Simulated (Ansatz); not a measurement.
The system is CdS (Greenockite).

```
Cd S
1.0
     4.15000    0.00000    0.00000
    -2.07500    3.59401    0.00000
     0.00000    0.00000    6.73700
Cd S
2 2
Direct
  0.66667 0.33333 0.50000
  0.33333 0.66667 0.00000
  0.66667 0.33333 0.87500
  0.33333 0.66667 0.37500
```

Base run:

```yaml
Program: Ansatz 0.2.0
Functional: PBE
Potentials_or_basis: Ansatz PAW
Cutoff: 250 eV
Density_cutoff: 1000 eV
k_mesh: 7 × 7 × 4
Occupations: fermi-dirac, width 0.05 eV
Spin: no spin polarisation
```

Its results: band gap on the k mesh 1.23 eV, direct; pressure 2.4 GPa; largest force 0.068 eV/Å.

The run is repeated on the same cell with these changes: functional from PBE to SVWN5; cutoff from 250 eV to 420 eV (not typed: the program's choice for these potentials). What comes out?

Band gap on the k mesh 0.91 eV, direct; pressure -3.2 GPa; largest force 0.061 eV/Å.

SVWN5 binds more tightly than PBE, so the same cell stands under less pressure.

Caveats: odd divisions of the mesh miss points on the zone boundary, where band edges often lie, so the gap on the mesh can be too wide (some runs); the pressure holds a Pulay correction of +39.3 GPa for the finite cutoff (some runs); the cutoff lies under the one recommended for these potentials (some runs); the PAW data sets come from PBE, with cores solved anew for the run's functional, which leaves a small shift of forces and pressure (some runs).
